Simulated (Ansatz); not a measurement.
# Stack of In2Se2 under antimonene, upper layer turned by 180° in a perpendicular field, part 3 of 3

What dipole does a perpendicular field induce in the stack of In2Se2 under antimonene, upper layer turned by 180°, and does the gap follow? A positive field points along +c.

Ansatz 0.2.0; plane-wave DFT, PBE-D3(BJ), Ansatz PAW.

So far, gap along the path (eV): step 3 (single point, field 0, start network) 0.761; step 5 (field -0.05 V/Å) 0.771; step 6 (field 0.1 V/Å) 0.741; step 7 (field -0.1 V/Å) 0.776; step 8 (field 0.2 V/Å) 0.722.

## (9) Single point, field -0.2 V/Å

The input, input.yaml:

```yaml
crystal:
  lattice:
    - [4.0799564144, 0.0, 0.0]
    - [-2.0399782072, 3.5333459012, 0.0]
    - [0.0, 0.0, 27.7154974695]
  atoms:
    - { symbol: Se, position: [0.3333333333, 0.6666666667, 0.3247280699] }
    - { symbol: In, position: [0.0, 0.0, 0.3702783033] }
    - { symbol: In, position: [0.0, 0.0, 0.4714345818] }
    - { symbol: Se, position: [0.3333333333, 0.6666666667, 0.517320453] }
    - { symbol: Sb, position: [0.6666666667, 0.3333333333, 0.6162304473] }
    - { symbol: Sb, position: [0.0, 0.0, 0.6752719301] }
kpoints:
  mp_grid: { grid: [12, 12, 1] }
  band_path:
    path: [[0, 0, 0], [0.5, 0, 0], [0.33333333, 0.33333333, 0], [0, 0, 0]]
    npoints: 16
hamiltonian:
  xc: pbe
  dispersion: d3bj
scf:
  occupations: { method: fermi_dirac, width: 0.02585 }
  convergence: { dr2_threshold: 1.0e-10 }
efield:
  axis: 3
  dipole_correction: true
  ramp_position: 0.9672
  ramp_width: 0.0725
  amplitude: -0.2
output:
  write_potential: true
  write_density: true
  volumetric_format: npy
```

The run is started by

```bash
ansatz run input.yaml --threads 4 --pin off --max-ram 8192MiB --backend cpu --events-out ev --progress --plain --runs-dir out
```

Numbers of over 12 decimals in the logs are rounded to 6 here.

Log:

```text
[...]
Crystal: 6 atoms, lattice volume = 399.544 Å³
Basis set: ecut = 420 eV, 7785 PW (Γ)
Bands: 53, of which v1, the nominal top of the filled ones, is band 44 counted from 1 (43 counted from 0)
Symmetry: 6 space group operations
[...]
k-points: 19 of 144 (time reversal used)
[...]
k-point 0: bands = [... 40 lower, -0.5596, 0.6339, 0.8809, 0.8809, 1.6827, 2.4670, 3.1374, 3.6418, ... 5 higher]
  k-point 1: bands = [... 40 lower, -0.4142, 0.1484, 0.7116, 0.8222, 1.9782, 2.8549, 3.2558, 3.7370, ... 5 higher]
  k-point 2: bands = [... 40 lower, -0.8342, -0.2373, 0.3351, 0.8265, 2.1655, 2.9678, 3.3455, 4.0711, ... 5 higher]
  k-point 18: bands = [... 40 lower, -1.3807, -1.3736, -0.9307, -0.8536, 2.4569, 2.5284, 2.7852, 4.1034, ... 5 higher]
[key lines of the parts left out:]
SCF converged after 14 iterations
Free energy (F): -35106.424066 eV
Fermi energy:    1.316718 eV
Dipole field:    D = -0.077919 V/Å  (p = -0.172048 e·Å, saw-weighted, corrected)
```

Elapsed: 50 s, on 4 threads of Intel Xeon at 2.50GHz (Skylake/Cascade Lake), shared host; peak memory 1.1 GiB.

The dipole is -0.172 e·Å, -0.187 e·Å from its value without field, and the gap 0.785 eV.

## (10) Atoms held, field 0.3 V/Å

Edit input.yaml of step 9 so:

```diff
@@ -26,5 +26,5 @@
   dipole_correction: true
-  ramp_position: 0.9672
-  ramp_width: 0.0725
-  amplitude: -0.2
+  ramp_position: 0.9646
+  ramp_width: 0.0777
+  amplitude: 0.3
 output:
```

Log:

```text
[...]
Crystal: 6 atoms, lattice volume = 399.544 Å³
Basis set: ecut = 420 eV, 7785 PW (Γ)
Bands: 53, of which v1, the nominal top of the filled ones, is band 44 counted from 1 (43 counted from 0)
Symmetry: 6 space group operations
[...]
k-points: 19 of 144 (time reversal used)
[...]
k-point 0: bands = [... 40 lower, -0.5418, 0.6339, 1.0305, 1.0305, 1.7322, 2.4436, 3.2484, 3.7886, ... 5 higher]
  k-point 1: bands = [... 40 lower, -0.4303, 0.3140, 0.8608, 0.8648, 1.9757, 2.8297, 3.3972, 3.8790, ... 5 higher]
  k-point 2: bands = [... 40 lower, -0.7953, -0.2365, 0.4834, 0.9417, 2.1526, 3.0246, 3.3588, 4.0641, ... 5 higher]
  k-point 18: bands = [... 40 lower, -1.4570, -1.3778, -0.7959, -0.7358, 2.4827, 2.6009, 2.7472, 4.0633, ... 5 higher]
[key lines of the parts left out:]
SCF converged after 16 iterations
Free energy (F): -35106.455119 eV
Fermi energy:    1.398573 eV
Dipole field:    D = 0.134186 V/Å  (p = 0.296285 e·Å, saw-weighted, corrected)
```

Elapsed: 51 s, on 4 threads; peak memory 1.1 GiB; 3.2 min of CPU time.

The dipole is 0.296 e·Å, 0.281 e·Å from its value without field, and the gap 0.702 eV.

## (11) Single point, field -0.3 V/Å

Edit input.yaml of step 10 so:

```diff
@@ -28,3 +28,3 @@
   ramp_width: 0.0777
-  amplitude: 0.3
+  amplitude: -0.3
 output:
```

Log:

```text
[...]
Crystal: 6 atoms, lattice volume = 399.544 Å³
Basis set: ecut = 420 eV, 7785 PW (Γ)
Bands: 53, of which v1, the nominal top of the filled ones, is band 44 counted from 1 (43 counted from 0)
Symmetry: 6 space group operations
[...]
k-points: 19 of 144 (time reversal used)
[...]
k-point 0: bands = [... 40 lower, -0.5390, 0.6296, 0.8466, 0.8466, 1.6686, 2.4701, 3.1123, 3.6080, ... 5 higher]
  k-point 1: bands = [... 40 lower, -0.4159, 0.1105, 0.6774, 0.8100, 1.9751, 2.8556, 3.2239, 3.7029, ... 5 higher]
  k-point 2: bands = [... 40 lower, -0.8127, -0.2400, 0.3012, 0.8006, 2.1621, 2.9492, 3.3433, 4.0542, ... 5 higher]
  k-point 18: bands = [... 40 lower, -1.3894, -1.3554, -0.9617, -0.8761, 2.4233, 2.5339, 2.7890, 4.1087, ... 5 higher]
[key lines of the parts left out:]
SCF converged after 16 iterations
Free energy (F): -35106.445960 eV
Fermi energy:    1.297964 eV
Dipole field:    D = -0.120393 V/Å  (p = -0.265831 e·Å, saw-weighted, corrected)
```

The job ended after 51 s (4 threads; peak memory 1.1 GiB; 3.2 min of CPU time).

The dipole is -0.266 e·Å, -0.281 e·Å from its value without field, and the gap 0.794 eV.

## (12) Atoms held, field 0.4 V/Å

Edit input.yaml of step 11 so:

```diff
@@ -26,5 +26,5 @@
   dipole_correction: true
-  ramp_position: 0.9646
-  ramp_width: 0.0777
-  amplitude: -0.3
+  ramp_position: 0.9311
+  ramp_width: 0.1447
+  amplitude: 0.4
 output:
```

Log:

```text
[...]
Crystal: 6 atoms, lattice volume = 399.544 Å³
Basis set: ecut = 420 eV, 7785 PW (Γ)
Bands: 53, of which v1, the nominal top of the filled ones, is band 44 counted from 1 (43 counted from 0)
Symmetry: 6 space group operations
[...]
k-points: 19 of 144 (time reversal used)
[...]
k-point 0: bands = [... 40 lower, -0.5443, 0.6298, 1.0560, 1.0560, 1.7379, 2.4379, 3.2676, 3.8134, ... 5 higher]
  k-point 1: bands = [... 40 lower, -0.4381, 0.3421, 0.8696, 0.8862, 1.9718, 2.8218, 3.4217, 3.9020, ... 5 higher]
  k-point 2: bands = [... 40 lower, -0.7786, -0.2380, 0.5086, 0.9615, 2.1447, 3.0280, 3.3629, 4.0495, ... 5 higher]
  k-point 18: bands = [... 40 lower, -1.4710, -1.3836, -0.7731, -0.7126, 2.4703, 2.6248, 2.7363, 4.0528, ... 5 higher]
[key lines of the parts left out:]
SCF converged after 16 iterations
Free energy (F): -35106.489435 eV
Fermi energy:    1.412302 eV
Dipole field:    D = 0.176660 V/Å  (p = 0.390070 e·Å, saw-weighted, corrected)
```

Elapsed: 51 s, on 4 threads; peak memory 1.1 GiB.

The dipole is 0.390 e·Å, 0.375 e·Å from its value without field, and the gap 0.682 eV.

## (13) Single point, field -0.4 V/Å

Edit input.yaml of step 12 so:

```diff
@@ -28,3 +28,3 @@
   ramp_width: 0.1447
-  amplitude: 0.4
+  amplitude: -0.4
 output:
```

Log:

```text
[...]
Crystal: 6 atoms, lattice volume = 399.544 Å³
Basis set: ecut = 420 eV, 7785 PW (Γ)
Bands: 53, of which v1, the nominal top of the filled ones, is band 44 counted from 1 (43 counted from 0)
Symmetry: 6 space group operations
[...]
k-points: 19 of 144 (time reversal used)
[...]
k-point 0: bands = [... 40 lower, -0.5180, 0.6237, 0.8108, 0.8108, 1.6531, 2.4723, 3.0863, 3.5726, ... 5 higher]
  k-point 1: bands = [... 40 lower, -0.4194, 0.0710, 0.6417, 0.7966, 1.9705, 2.8538, 3.1906, 3.6653, ... 5 higher]
  k-point 2: bands = [... 40 lower, -0.7921, -0.2439, 0.2657, 0.7737, 2.1563, 2.9283, 3.3405, 4.0181, ... 5 higher]
  k-point 18: bands = [... 40 lower, -1.4013, -1.3373, -0.9941, -0.8978, 2.3881, 2.5381, 2.7914, 4.1128, ... 5 higher]
[key lines of the parts left out:]
SCF converged after 16 iterations
Free energy (F): -35106.477238 eV
Fermi energy:    1.278307 eV
Dipole field:    D = -0.162934 V/Å  (p = -0.359761 e·Å, saw-weighted, corrected)
```

It took 49 s on 4 threads; peak memory 1.1 GiB; 3.1 min of CPU time.

The dipole is -0.360 e·Å, -0.375 e·Å from its value without field, and the gap 0.801 eV.

## (14) Response, atoms held

This step: plane-wave DFT, PBE-D3(BJ), Ansatz PAW; response to a field along the normal, atoms held (Ansatz 0.2.0).

The dipoles give the slope, and the difference of two potentials shows where the field is screened.

This step gave:

- equivalent conductor thickness p/(ε₀AE): 11.75 Å
- distance between the outer atoms: 9.715 Å

Dipole of the cell against applied field:

```csv
applied field (V/Å),dipole of the cell (e·Å)
-0.400,-0.360
-0.300,-0.266
-0.200,-0.172
-0.100,-0.0784
-0.050,-0.0315
0.000,0.0153
0.050,0.0621
0.100,0.109
0.200,0.203
0.300,0.296
0.400,0.390
```

Local field over the applied field, running mean. From the potentials at -0.05 and 0.05 V/Å; running mean over 2.8 Å. The local field over applied field by z:

| z (Å) | local field over applied field |
| --- | --- |
| 4.5 | 0.998 |
| 5.0 | 0.994 |
| 5.5 | 0.984 |
| 6.0 | 0.956 |
| 6.5 | 0.895 |
| 7.0 | 0.783 |
| 7.5 | 0.635 |
| 8.0 | 0.472 |
| 8.5 | 0.311 |
| 9.0 | 0.176 |
| 9.5 | 0.0959 |
| 10.0 | 0.0626 |
| 10.5 | 0.0524 |
| 11.0 | 0.0608 |
| 11.5 | 0.0771 |
| 12.0 | 0.0752 |
| 12.5 | 0.0615 |
| 13.0 | 0.0541 |
| 13.5 | 0.0530 |
| 14.0 | 0.0575 |
| 14.5 | 0.0723 |
| 15.0 | 0.0893 |
| 15.5 | 0.0982 |
| 16.0 | 0.0932 |
| 16.5 | 0.0723 |
| 17.0 | 0.0424 |
| 17.5 | 0.0192 |
| 18.0 | 0.0181 |
| 18.5 | 0.0560 |
| 19.0 | 0.155 |
| 19.5 | 0.297 |
| 20.0 | 0.457 |
| 20.5 | 0.618 |
| 21.0 | 0.767 |
| 21.5 | 0.880 |
| 22.0 | 0.945 |
| 22.5 | 0.977 |
| 23.0 | 0.991 |
| 23.5 | 0.996 |

Electrons, planar mean, per unit field. Induced electron density against z:

z (Å), induced electron density (e/Å³ per V/Å) and a bar from the least value:
```
      4.5    0.00001 ###############
      5.0    0.00002 ###############
      5.5    0.00006 ###############
      6.0    0.00018 ###############
      6.5    0.00046 #################
      7.0    0.00115 ####################
      7.5    0.00243 ##########################
      8.0    0.00340 ##############################
      8.5    0.00197 ########################
      9.0    0.00085 ##################
      9.5    0.00058 #################
     10.0   -0.00051 ############
     10.5   -0.00076 ###########
     11.0    0.00045 #################
     11.5    0.00027 ################
     12.0   -0.00056 ############
     12.5   -0.00001 ###############
     13.0    0.00073 ##################
     13.5    0.00012 ###############
     14.0    0.00001 ###############
     14.5   -0.00042 #############
     15.0   -0.00094 ##########
     15.5   -0.00029 #############
     16.0    0.00059 #################
     16.5    0.00057 #################
     17.0    0.00092 ###################
     17.5    0.00029 ################
     18.0   -0.00039 #############
     18.5   -0.00050 ############
     19.0   -0.00085 ###########
     19.5   -0.00205 #####
     20.0   -0.00324 
     20.5   -0.00236 ####
     21.0   -0.00123 #########
     21.5   -0.00056 ############
     22.0   -0.00024 ##############
     22.5   -0.00010 ##############
     23.0   -0.00004 ##############
     23.5   -0.00001 ###############
```

The smaller of the gaps on the path and on the k-mesh, counted as 0 under 0.03 eV. Gap against applied field:

```
applied field (V/Å)  gap (eV)
             -0.400     0.801
             -0.300     0.793
             -0.200     0.785
             -0.100     0.776
             -0.050     0.771
              0.000     0.761
              0.050     0.751
              0.100     0.741
              0.200     0.722
              0.300     0.702
              0.400     0.682
```

By hand: between -0.05 and 0.05 V/Å the dipole changes by 0.09363 e·Å, a slope of 0.9363 e·Å²/V. A perfect conductor of thickness t has p = ε₀AEt, so t = 180.95 × 0.9363 / 14.416 = 11.75 Å (e/ε₀ = 180.95 V·Å, A in Å²).

The induced dipole is that of a conductor 11.75 Å thick.

## (15) Results

* gap without field: 0.761 eV
* ionisation energy, upper face: 4.77 eV
* electron affinity, upper face: 4.01 eV
* step between the vacuum levels: -0.192 eV
* equivalent conductor thickness, atoms held: 11.8 Å

**Reading.** The induced dipole equals that of a perfect conductor 11.75 Å thick, while the outer atoms lie 9.72 Å apart; an out-of-plane ε follows only once a thickness t is chosen, by 1 − 1/ε = 11.75 Å / t. The two faces differ: the vacuum level above lies 0.19 eV lower than the one below. The gap goes from 0.76 eV to 0.80 eV at -0.4 V/Å. With the field reversed the gap is 0.68 eV at 0.4 V/Å. Semilocal functionals give gaps that are too small, and excitons are not included. Spin-orbit coupling is left out, which matters for the bands of elements this heavy.

[Logs are printed without paths, hosts, clocks, repeated set-up lines and the standing remarks that a program may print on its own settings, such as how far it seeks lower states.]

[Hosts, paths, dates, database ids (printed as entryN), source tags and the programs' standing remarks are cut or masked in the printed files.]

[Maps of the electrostatic potential energy from Ansatz leave out the sawtooth potential of an applied field or a dipole correction, so their vacuum need not be flat; planar profiles and work functions include it.]
